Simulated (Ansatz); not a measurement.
# MgO: what symmetry allows forces and stress to be

```xyz
4
Lattice="3.2297 0.0000 0.0000 -1.6149 2.7970 0.0000 0.0000 0.0000 5.1643" Properties=species:S:1:pos:R:3 pbc="T T T"
Mg    0.0000    1.8647   -0.0193
Mg    1.6149    0.9323    2.5682
O     0.0000    1.8647    2.1257
O     1.6149    0.9323    4.6686
```

These are results of DFT PBEsol, scalar-relativistic, plane waves, PAW in Ansatz, not measurements.

Plane waves to 420 eV, a k mesh through Γ of 9×9×6 on the computed 4-atom cell and Gaussian smearing (0.02 eV); no spin polarisation.

This distorted cell has space group P3m1, with 6 operations.

Problem. Without a calculation: in which directions can each atom feel a force?

Solution. A force must be left unchanged by every operation that keeps its atom in place, so it lies in the space that those operations leave fixed. Atoms that the group maps onto each other feel forces of one size.
```csv
atom,site symmetry,operations at the site,equivalent to atom,allowed force (Cartesian)
Mg1,3m.,6,1,"along (0.00, 0.00, 1.00)"
Mg2,3m.,6,2,"along (0.00, 0.00, 1.00)"
O3,3m.,6,3,"along (0.00, 0.00, 1.00)"
O4,3m.,6,4,"along (0.00, 0.00, 1.00)"
```

That leaves 4 independent force components of 12, tied by 1 condition that the forces sum to zero, so 3 remain. A relaxation in this cell that keeps the symmetry moves the atoms in these directions alone.

Problem. And the stress tensor?

Solution. It must be invariant under the point group, which leaves 2 independent components: yz, xz, xy vanish; xx = yy.

Problem. Do the computed values obey this?

Solution. Yes. Forces (eV/Å):
```
Mg1  0.000  0.000  0.682
Mg2  0.000  0.000  0.762
O3   0.000  0.000 -0.945
O4   0.000  0.000 -0.498
```

Stress (GPa, compression positive, xx yy zz yz xz xy): 9.15 9.15 -6.49 0.00 0.00 0.00. The program imposes the same operations on density, forces and stress, so this confirms the analysis and is no independent test of the calculation.

This wurtzite form isn't the usual stable structure of the compound.